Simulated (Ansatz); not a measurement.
**ZnS: how the settings move a single-point run**

Aim: see which settings change the result for ZnS, by how much, and at what cost. The cell is built on a prototype (CsCl type) and needn't be the phase found in nature.

Method: reference: DFT, PBEsol, plane waves, PAW, in Ansatz 0.2.0.

4 further runs of the same task are left out: 3 for a known fault of the program, 1 that didn't finish.

### 1 The structure to begin with

The structure is cubic, space group Pm-3m (No. 221). Conventional cell: a = 3.179 Å, b = 3.179 Å, c = 3.179 Å, α = 90.00°, β = 90.00°, γ = 90.00°. Zn (site symmetry m-3m) has 8 S at 2.75 Å as nearest neighbours. S (site symmetry m-3m) is surrounded by 8 Zn at 2.75 Å.

As a file:

```
CELL_PARAMETERS angstrom
3.17923 0.00000 0.00000
0.00000 3.17923 0.00000
0.00000 0.00000 3.17923
ATOMIC_POSITIONS crystal
Zn 0.00000 0.00000 0.00000
S 0.50000 0.50000 0.50000
```

### 2 Reference

Contents of input.yaml:

```yaml
crystal:
  lattice:
    - [3.1792338589, 0.0, 0.0]
    - [0.0, 3.1792338589, 0.0]
    - [0.0, 0.0, 3.1792338589]
  atoms:
    - { symbol: Zn, position: [0.0, 0.0, 0.0] }
    - { symbol: S, position: [0.5, 0.5, 0.5] }
kpoints:
  mp_grid: { grid: [6, 6, 6] }
hamiltonian:
  xc: pbesol
scf:
  occupations: { method: fermi_dirac, width: 0.02 }
  n_extra_bands: 4
output:
  forces: true
  stress: true
  eigenvalues: true
```

On the command line:

```sh
> ansatz run input.yaml --threads 4 --pin off --max-ram 3686MiB --backend cpu --events-out ev --progress --plain --runs-dir out
```

Excerpt of the output:

```text
[...]
Basis set: ecut = 420 eV, 619 PW (Γ), exchange–correlation on 48×48×48 points (8 copies of the dense FFT grid, shifted against one another)
[...]
k-points: 20 of 216
[...]
SCF iter   1: F=—  HF=-4165.605532 eV  |F-HF|=—  |Δ(HF+E_count)|=         —  Δρ=9.60e-3  dr2=4.76e-2  ethr=1.77e-3  ⟨swp⟩=5.9  Hψ=1479  notcnv=0
preconditioner: auto → none  [insulator: Δε(μ)=0.142 eV  Ē_g=11.854 eV  σ=0.020 eV  W_gap=0.71  n_scr=6 (ndim 8)  ℏωp=27.8 eV  f_vac=0.000  D(μ)=2.31/eV (n_scr^D=26)  ε∞_Penn≈6.5]
SCF iter   2: F=—  HF=-4165.597711 eV  |F-HF|=—  |Δ(HF+E_count)|=   7.82e-3  Δρ=7.85e-3  dr2=3.74e-2  ethr=2.64e-4  ⟨swp⟩=2.3  Hψ=552  notcnv=0
[...]
SCF iter   7: F=—  HF=-4165.591757 eV  |F-HF|=—  |Δ(HF+E_count)|=   4.56e-7  Δρ=2.31e-5  dr2=3.32e-7  ethr=1.97e-8  ⟨swp⟩=1.8  Hψ=314  notcnv=0
SCF iter   8: F=-4165.591756 eV  HF=-4165.591756 eV  |F-HF|=5.43e-8  |Δ(HF+E_count)|=   4.43e-8  Δρ=1.03e-5  dr2=6.53e-8  ethr=5.56e-10  ⟨swp⟩=3.6  Hψ=741  notcnv=0
[...]
SCF converged after 8 iterations
Free energy (F): -4165.591756 eV
[...]
E sigma→0 (E₀):  -4165.589287 eV
[...]
Fermi energy:    9.274284 eV
[...]
  P = ⅓ Tr σ = -3.9301 GPa (-39.301 kbar)
[...]
```

It took 0.73 s on 4 threads of Arm Neoverse N1, shared host; peak memory 0.28 GiB.

### 3 Changing settings: mixing.ndim 2

input.yaml: that of step 2 with these lines changed.

```diff
@@ -15,2 +15,4 @@
   n_extra_bands: 4
+  mixing: { ndim: 2 }
+  max_iter: 71
 output:
```

On the command line:

```sh
> ansatz run input.yaml --threads 4 --pin off --max-ram 3686MiB --backend cpu --events-out ev --progress --plain --runs-dir out
```

Standard output (excerpt; [...] marks lines left out):

```text
Warning: RAYON_NUM_THREADS=4 ignored (pool sized by the plan → 4); use --threads N
scf.n_extra_bands = 4 over 9 filled bands (N_el = 18.0): the run solves 13 bands
[...]
Pseudopotentials: kind: paw
Pseudopotential: Zn, paw, valence charge 12, recommended cutoff 420 eV (normal), Zn.paw.azcp
Pseudopotential: S, paw, valence charge 6, recommended cutoff 420 eV (normal), S.paw.azcp
Functional definition: PBEsol
[...]
Crystal: 2 atoms, lattice volume = 32.134 Å³
Basis set: ecut = 420 eV, 619 PW (Γ), exchange–correlation on 48×48×48 points (8 copies of the dense FFT grid, shifted against one another)
Bands: 13, of which v1, the nominal top of the filled ones, is band 9 counted from 1 (8 counted from 0)
Symmetry: 48 space group operations
Space group: Pm-3m (ITA 221), of the structure as read, at distance tolerance 3.2e-5 Å
k-points: 20 of 216
[...]
SCF iter   1: F=—  HF=-4165.605532 eV  |F-HF|=—  |Δ(HF+E_count)|=         —  Δρ=9.60e-3  dr2=4.76e-2  ethr=1.77e-3  ⟨swp⟩=5.9  Hψ=1479  notcnv=0
[...]
SCF iter  10: F=-4165.591756 eV  HF=-4165.591756 eV  |F-HF|=3.74e-9  |Δ(HF+E_count)|=   4.27e-8  Δρ=4.60e-6  dr2=9.58e-9  ethr=2.72e-10  ⟨swp⟩=4.0  Hψ=814  notcnv=0
[...]
SCF converged after 10 iterations
Free energy (F): -4165.591756 eV
[...]
E sigma→0 (E₀):  -4165.589289 eV
Entropy (-TS):   -0.004936 eV (-2.468 meV/atom)
Fermi energy:    9.274303 eV
[...]
--- Forces (eV/Å), atoms counted from 1 ---
  atom   1  Zn    -0.00000000     0.00000000    -0.00000000
  atom   2  S      0.00000000     0.00000000    -0.00000000
[...]
--- Stress (GPa, compression-positive) ---
       -3.930948       0.000000       0.000000
       -0.000000      -3.930948       0.000000
        0.000000       0.000000      -3.930948
  P = ⅓ Tr σ = -3.9309 GPa (-39.309 kbar)
--- Band table (eV; the first three rows and the last of 20) ---
  k-point 0: bands = ["-5.3661", "2.1549", "2.1549", "2.5654", "2.5654", "2.5654", "7.8671", "7.8671", "7.8671", "8.6579", "15.2006", "15.2006", "21.4135"]
[...]
```

Run time: 0.79 s. Hardware: 4 threads of Arm Neoverse N1, shared host; peak memory 0.28 GiB.

Same state: the changed mixing leaves the energy within 0.5 meV/atom. Cost: 10 SCF cycles against 8.

### 4 Changed: mixing.ndim 30

input.yaml: that of step 2 with these lines changed.

```diff
@@ -15,2 +15,4 @@
   n_extra_bands: 4
+  mixing: { ndim: 30 }
+  max_iter: 87
 output:
```

On the command line:

```sh
> ansatz run input.yaml --threads 4 --pin off --max-ram 3686MiB --backend cpu --events-out ev --progress --plain --runs-dir out
```

Standard output (excerpt; [...] marks lines left out):

```text
Warning: RAYON_NUM_THREADS=4 ignored (pool sized by the plan → 4); use --threads N
scf.n_extra_bands = 4 over 9 filled bands (N_el = 18.0): the run solves 13 bands
[...]
Pseudopotentials: kind: paw
Pseudopotential: Zn, paw, valence charge 12, recommended cutoff 420 eV (normal), Zn.paw.azcp
Pseudopotential: S, paw, valence charge 6, recommended cutoff 420 eV (normal), S.paw.azcp
Functional definition: PBEsol
[...]
Crystal: 2 atoms, lattice volume = 32.134 Å³
Basis set: ecut = 420 eV, 619 PW (Γ), exchange–correlation on 48×48×48 points (8 copies of the dense FFT grid, shifted against one another)
Bands: 13, of which v1, the nominal top of the filled ones, is band 9 counted from 1 (8 counted from 0)
Symmetry: 48 space group operations
Space group: Pm-3m (ITA 221), of the structure as read, at distance tolerance 3.2e-5 Å
k-points: 20 of 216
[...]
SCF iter   1: F=—  HF=-4165.605532 eV  |F-HF|=—  |Δ(HF+E_count)|=         —  Δρ=9.60e-3  dr2=4.76e-2  ethr=1.77e-3  ⟨swp⟩=5.9  Hψ=1479  notcnv=0
[...]
SCF iter   8: F=-4165.591756 eV  HF=-4165.591756 eV  |F-HF|=5.43e-8  |Δ(HF+E_count)|=   4.43e-8  Δρ=1.03e-5  dr2=6.53e-8  ethr=5.56e-10  ⟨swp⟩=3.6  Hψ=741  notcnv=0
[...]
SCF converged after 8 iterations
Free energy (F): -4165.591756 eV
[...]
E sigma→0 (E₀):  -4165.589287 eV
Entropy (-TS):   -0.004939 eV (-2.469 meV/atom)
Fermi energy:    9.274284 eV
[...]
--- Forces (eV/Å), atoms counted from 1 ---
  atom   1  Zn    -0.00000000    -0.00000000     0.00000000
  atom   2  S      0.00000000    -0.00000000    -0.00000000
[...]
--- Stress (GPa, compression-positive) ---
       -3.930133       0.000000       0.000000
        0.000000      -3.930133       0.000000
        0.000000       0.000000      -3.930133
  P = ⅓ Tr σ = -3.9301 GPa (-39.301 kbar)
--- Band table (eV; the first three rows and the last of 20) ---
  k-point 0: bands = ["-5.3662", "2.1551", "2.1551", "2.5656", "2.5656", "2.5656", "7.8670", "7.8670", "7.8670", "8.6579", "15.2006", "15.2006", "21.4135"]
[...]
```

Run time: 0.73 s. Hardware: 4 threads of Arm Neoverse N1, shared host; peak memory 0.28 GiB.

Energy and cycle count are those of the reference, so the change (mixing) left the result and the number of cycles as they were.

### 5 Changed: mp_grid.grid [5, 5, 5]

input.yaml: that of step 2 with these lines changed.

```diff
@@ -9,3 +9,3 @@
 kpoints:
-  mp_grid: { grid: [6, 6, 6] }
+  mp_grid: { grid: [5, 5, 5] }
 hamiltonian:
```

On the command line:

```sh
> ansatz run input.yaml --threads 4 --pin off --max-ram 3686MiB --backend cpu --events-out ev --progress --plain --runs-dir out
```

Standard output (excerpt; [...] marks lines left out):

```text
Warning: RAYON_NUM_THREADS=4 ignored (pool sized by the plan → 4); use --threads N
scf.n_extra_bands = 4 over 9 filled bands (N_el = 18.0): the run solves 13 bands
[...]
Pseudopotentials: kind: paw
Pseudopotential: Zn, paw, valence charge 12, recommended cutoff 420 eV (normal), Zn.paw.azcp
Pseudopotential: S, paw, valence charge 6, recommended cutoff 420 eV (normal), S.paw.azcp
Functional definition: PBEsol
[...]
Crystal: 2 atoms, lattice volume = 32.134 Å³
Basis set: ecut = 420 eV, 619 PW (Γ), exchange–correlation on 48×48×48 points (8 copies of the dense FFT grid, shifted against one another)
Bands: 13, of which v1, the nominal top of the filled ones, is band 9 counted from 1 (8 counted from 0)
Symmetry: 48 space group operations
Space group: Pm-3m (ITA 221), of the structure as read, at distance tolerance 3.2e-5 Å
k-points: 10 of 125
[...]
SCF iter   1: F=—  HF=-4165.588865 eV  |F-HF|=—  |Δ(HF+E_count)|=         —  Δρ=1.71e-2  dr2=1.70e-1  ethr=1.77e-3  ⟨swp⟩=5.5  Hψ=735  notcnv=0
[...]
SCF iter   9: F=-4165.542418 eV  HF=-4165.542418 eV  |F-HF|=1.32e-8  |Δ(HF+E_count)|=   3.16e-8  Δρ=4.88e-6  dr2=1.48e-8  ethr=5.56e-10  ⟨swp⟩=2.8  Hψ=477  notcnv=0
[...]
SCF converged after 9 iterations
Free energy (F): -4165.542418 eV
[...]
E sigma→0 (E₀):  -4165.537767 eV
Entropy (-TS):   -0.009302 eV (-4.651 meV/atom)
Fermi energy:    9.144927 eV
[...]
--- Forces (eV/Å), atoms counted from 1 ---
  atom   1  Zn    -0.00000000     0.00000000    -0.00000000
  atom   2  S      0.00000000    -0.00000000    -0.00000000
[...]
--- Stress (GPa, compression-positive) ---
       -4.010801       0.000000      -0.000000
        0.000000      -4.010801       0.000000
       -0.000000       0.000000      -4.010801
  P = ⅓ Tr σ = -4.0108 GPa (-40.108 kbar)
--- Band table (eV; the first three rows and the last of 10) ---
  k-point 0: bands = ["-5.4309", "2.2470", "2.2470", "2.6597", "2.6597", "2.6597", "7.7987", "7.7987", "7.7987", "8.6571", "15.1799", "15.1799", "21.4198"]
[...]
```

It took 0.67 s on 4 threads of Arm Neoverse N1, shared host; peak memory 0.28 GiB.

Changing the k-point mesh moves the energy by +24.7 meV/atom. Sampling errors of the energy have no fixed sign.

### 6 Changing settings: mixing.ndim 1

input.yaml: that of step 2 with these lines changed.

```diff
@@ -15,2 +15,4 @@
   n_extra_bands: 4
+  mixing: { ndim: 1 }
+  max_iter: 84
 output:
```

On the command line:

```sh
> ansatz run input.yaml --threads 4 --pin off --max-ram 3686MiB --backend cpu --events-out ev --progress --plain --runs-dir out
```

Standard output (excerpt; [...] marks lines left out):

```text
Warning: RAYON_NUM_THREADS=4 ignored (pool sized by the plan → 4); use --threads N
scf.n_extra_bands = 4 over 9 filled bands (N_el = 18.0): the run solves 13 bands
[...]
Pseudopotentials: kind: paw
Pseudopotential: Zn, paw, valence charge 12, recommended cutoff 420 eV (normal), Zn.paw.azcp
Pseudopotential: S, paw, valence charge 6, recommended cutoff 420 eV (normal), S.paw.azcp
Functional definition: PBEsol
[...]
Crystal: 2 atoms, lattice volume = 32.134 Å³
Basis set: ecut = 420 eV, 619 PW (Γ), exchange–correlation on 48×48×48 points (8 copies of the dense FFT grid, shifted against one another)
Bands: 13, of which v1, the nominal top of the filled ones, is band 9 counted from 1 (8 counted from 0)
Symmetry: 48 space group operations
Space group: Pm-3m (ITA 221), of the structure as read, at distance tolerance 3.2e-5 Å
k-points: 20 of 216
[...]
SCF iter   1: F=—  HF=-4165.605532 eV  |F-HF|=—  |Δ(HF+E_count)|=         —  Δρ=9.60e-3  dr2=4.76e-2  ethr=1.77e-3  ⟨swp⟩=5.9  Hψ=1479  notcnv=0
[...]
SCF iter  20: F=-4165.591756 eV  HF=-4165.591756 eV  |F-HF|=1.17e-9  |Δ(HF+E_count)|=  3.27e-10  Δρ=2.17e-6  dr2=2.25e-9  ethr=2.72e-11  ⟨swp⟩=1.9  Hψ=701  notcnv=0
[...]
SCF converged after 20 iterations
Free energy (F): -4165.591756 eV
[...]
E sigma→0 (E₀):  -4165.589289 eV
Entropy (-TS):   -0.004936 eV (-2.468 meV/atom)
Fermi energy:    9.274306 eV
[...]
--- Forces (eV/Å), atoms counted from 1 ---
  atom   1  Zn    -0.00000000    -0.00000000    -0.00000000
  atom   2  S      0.00000000     0.00000000     0.00000000
[...]
--- Stress (GPa, compression-positive) ---
       -3.930860       0.000000       0.000000
       -0.000000      -3.930860       0.000000
        0.000000       0.000000      -3.930860
  P = ⅓ Tr σ = -3.9309 GPa (-39.309 kbar)
--- Band table (eV; the first three rows and the last of 20) ---
  k-point 0: bands = ["-5.3662", "2.1550", "2.1550", "2.5655", "2.5655", "2.5655", "7.8671", "7.8671", "7.8671", "8.6579", "15.2006", "15.2006", "21.4135"]
[...]
```

It took 0.92 s on 4 threads of Arm Neoverse N1, shared host; peak memory 0.28 GiB.

Same state: the changed mixing leaves the energy within 0.5 meV/atom. Cost: 20 SCF cycles against 8.

### 7 The same system, input altered

input.yaml: that of step 2 with these lines changed.

```diff
@@ -15,2 +15,4 @@
   n_extra_bands: 4
+  mixing: { beta: 1.0 }
+  max_iter: 76
 output:
```

On the command line:

```sh
> ansatz run input.yaml --threads 4 --pin off --max-ram 3686MiB --backend cpu --events-out ev --progress --plain --runs-dir out
```

Standard output (excerpt; [...] marks lines left out):

```text
Warning: RAYON_NUM_THREADS=4 ignored (pool sized by the plan → 4); use --threads N
scf.n_extra_bands = 4 over 9 filled bands (N_el = 18.0): the run solves 13 bands
[...]
Pseudopotentials: kind: paw
Pseudopotential: Zn, paw, valence charge 12, recommended cutoff 420 eV (normal), Zn.paw.azcp
Pseudopotential: S, paw, valence charge 6, recommended cutoff 420 eV (normal), S.paw.azcp
Functional definition: PBEsol
[...]
Crystal: 2 atoms, lattice volume = 32.134 Å³
Basis set: ecut = 420 eV, 619 PW (Γ), exchange–correlation on 48×48×48 points (8 copies of the dense FFT grid, shifted against one another)
Bands: 13, of which v1, the nominal top of the filled ones, is band 9 counted from 1 (8 counted from 0)
Symmetry: 48 space group operations
Space group: Pm-3m (ITA 221), of the structure as read, at distance tolerance 3.2e-5 Å
k-points: 20 of 216
[...]
SCF iter   1: F=—  HF=-4165.605532 eV  |F-HF|=—  |Δ(HF+E_count)|=         —  Δρ=9.60e-3  dr2=4.76e-2  ethr=1.77e-3  ⟨swp⟩=5.9  Hψ=1479  notcnv=0
[...]
SCF iter   7: F=-4165.591756 eV  HF=-4165.591756 eV  |F-HF|=1.58e-9  |Δ(HF+E_count)|=   1.30e-7  Δρ=4.88e-6  dr2=5.20e-9  ethr=5.56e-10  ⟨swp⟩=3.0  Hψ=950  notcnv=0
[...]
SCF converged after 7 iterations
Free energy (F): -4165.591756 eV
[...]
E sigma→0 (E₀):  -4165.589288 eV
Entropy (-TS):   -0.004937 eV (-2.468 meV/atom)
Fermi energy:    9.274301 eV
[...]
--- Forces (eV/Å), atoms counted from 1 ---
  atom   1  Zn    -0.00000000     0.00000000     0.00000000
  atom   2  S      0.00000000     0.00000000     0.00000000
[...]
--- Stress (GPa, compression-positive) ---
       -3.930661       0.000000       0.000000
        0.000000      -3.930661       0.000000
        0.000000       0.000000      -3.930661
  P = ⅓ Tr σ = -3.9307 GPa (-39.307 kbar)
--- Band table (eV; the first three rows and the last of 20) ---
  k-point 0: bands = ["-5.3662", "2.1551", "2.1551", "2.5655", "2.5655", "2.5655", "7.8671", "7.8671", "7.8671", "8.6579", "15.2006", "15.2006", "21.4135"]
[...]
```

Run time: 0.68 s. Hardware: 4 threads of Arm Neoverse N1, shared host; peak memory 0.28 GiB.

### 8 Checking the result

The run converged and reported no error. Convergence says nothing about whether the input makes sense.

The suspect setting: scf.mixing.beta is 1.0. The risk: mixing too aggressive. Here it converged all the same; such a setting changes the road, not the converged state.

To undo it: delete scf.mixing.beta (the default then holds).

The changed mixing doesn't alter the result here (within 0.5 meV/atom). Cost: 7 SCF cycles against 8.

### 9 Changing settings: mp_grid.shift [0.5, 0.5, 0.5]

input.yaml: that of step 2 with these lines changed.

```diff
@@ -9,3 +9,3 @@
 kpoints:
-  mp_grid: { grid: [6, 6, 6] }
+  mp_grid: { grid: [6, 6, 6], shift: [0.5, 0.5, 0.5] }
 hamiltonian:
```

On the command line:

```sh
> ansatz run input.yaml --threads 4 --pin off --max-ram 3686MiB --backend cpu --events-out ev --progress --plain --runs-dir out
```

Standard output (excerpt; [...] marks lines left out):

```text
Warning: RAYON_NUM_THREADS=4 ignored (pool sized by the plan → 4); use --threads N
scf.n_extra_bands = 4 over 9 filled bands (N_el = 18.0): the run solves 13 bands
[...]
Pseudopotentials: kind: paw
Pseudopotential: Zn, paw, valence charge 12, recommended cutoff 420 eV (normal), Zn.paw.azcp
Pseudopotential: S, paw, valence charge 6, recommended cutoff 420 eV (normal), S.paw.azcp
Functional definition: PBEsol
[...]
Crystal: 2 atoms, lattice volume = 32.134 Å³
Basis set: ecut = 420 eV, 619 PW (Γ), exchange–correlation on 48×48×48 points (8 copies of the dense FFT grid, shifted against one another)
Bands: 13, of which v1, the nominal top of the filled ones, is band 9 counted from 1 (8 counted from 0)
Symmetry: 48 space group operations
Space group: Pm-3m (ITA 221), of the structure as read, at distance tolerance 3.2e-5 Å
k-points: 10 of 216
[...]
SCF iter   1: F=—  HF=-4165.573211 eV  |F-HF|=—  |Δ(HF+E_count)|=         —  Δρ=6.49e-3  dr2=2.21e-2  ethr=1.77e-3  ⟨swp⟩=5.7  Hψ=761  notcnv=0
[...]
SCF iter   8: F=-4165.570085 eV  HF=-4165.570085 eV  |F-HF|=6.16e-10  |Δ(HF+E_count)|=   2.67e-8  Δρ=2.24e-6  dr2=7.66e-10  ethr=5.56e-10  ⟨swp⟩=4.1  Hψ=444  notcnv=0
[...]
SCF converged after 8 iterations
Free energy (F): -4165.570085 eV
[...]
E sigma→0 (E₀):  -4165.567124 eV
Entropy (-TS):   -0.005923 eV (-2.961 meV/atom)
Fermi energy:    9.029035 eV
[...]
--- Forces (eV/Å), atoms counted from 1 ---
  atom   1  Zn     0.00000000    -0.00000000    -0.00000000
  atom   2  S      0.00000000    -0.00000000    -0.00000000
[...]
--- Stress (GPa, compression-positive) ---
       -2.944364       0.000000       0.000000
        0.000000      -2.944364       0.000000
        0.000000       0.000000      -2.944364
  P = ⅓ Tr σ = -2.9444 GPa (-29.444 kbar)
--- Band table (eV; the first three rows and the last of 10) ---
  k-point 0: bands = ["-5.0832", "2.1029", "2.1029", "2.4467", "2.4656", "2.4656", "6.4937", "7.6029", "7.6029", "10.5821", "15.8728", "15.8728", "19.2616"]
[...]
```

It took 0.62 s on 4 threads of Arm Neoverse N1, shared host; peak memory 0.28 GiB.

Changing the k-point mesh moves the energy by +10.8 meV/atom, and the pressure goes from -3.9 to -2.9 GPa and the mesh shows a spacing of 0.06 eV at the Fermi level, which on a coarse mesh need not be a gap. Sampling errors of the energy have no fixed sign. A gap read on a mesh depends on which points the mesh holds, and a coarse mesh shifts the density too.

### 10 Comparison

```csv
run,ending,energy change,pressure (GPa),gap (eV),force (eV/Å),cycles,time
reference,converged,0,-3.9,0.00,0.00,8,0.73 s
1: mixing.ndim 2,converged,0.0 meV/atom,-3.9,0.00,0.00,10,0.79 s
2: mixing.ndim 30,converged,0.0 meV/atom,-3.9,0.00,0.00,8,0.73 s
"3: mp_grid.grid [5, 5, 5]",converged,+24.7 meV/atom,-4.0,0.00,0.00,9,0.67 s
4: mixing.ndim 1,converged,0.0 meV/atom,-3.9,0.00,0.00,20,0.92 s
5: mixing.beta 1.0,converged,0.0 meV/atom,-3.9,0.00,0.00,7,0.68 s
"6: mp_grid.shift [0.5, 0.5, 0.5]",converged,+10.8 meV/atom,-2.9,0.06,0.00,8,0.62 s
```

Residual by cycle in the longest SCF loop of each run; runs are numbered as in the table. The quantity is the density residual dr2, in eV.

```csv
cycle,reference,run 1,run 2,run 3,run 4,run 5,run 6
1,0.0476,0.0476,0.0476,0.17,0.0476,0.0476,0.0221
3,0.00476,0.00194,0.00476,0.00112,0.00276,0.00553,7.5e-4
4,9.6e-5,2.1e-5,9.6e-5,0.041,0.00113,1.8e-4,7.0e-5
6,3.5e-6,1.6e-6,3.5e-6,0.00463,1.9e-4,9.0e-7,4.6e-6
8,6.5e-8,1.6e-7,6.5e-8,2.4e-7,3.4e-5,-,7.7e-10
10,-,9.6e-9,-,-,6.4e-6,-,-
11,-,-,-,-,2.8e-6,-,-
13,-,-,-,-,5.6e-7,-,-
15,-,-,-,-,1.1e-7,-,-
17,-,-,-,-,2.3e-8,-,-
18,-,-,-,-,1.1e-8,-,-
20,-,-,-,-,2.2e-9,-,-
```

**Reading.** Of the converged runs whose energies compare with the reference's, «mp_grid.grid [5, 5, 5]» moves the energy most (+24.7 meV/atom). Semilocal functionals close small gaps, so the missing gap need not be the real solid's.
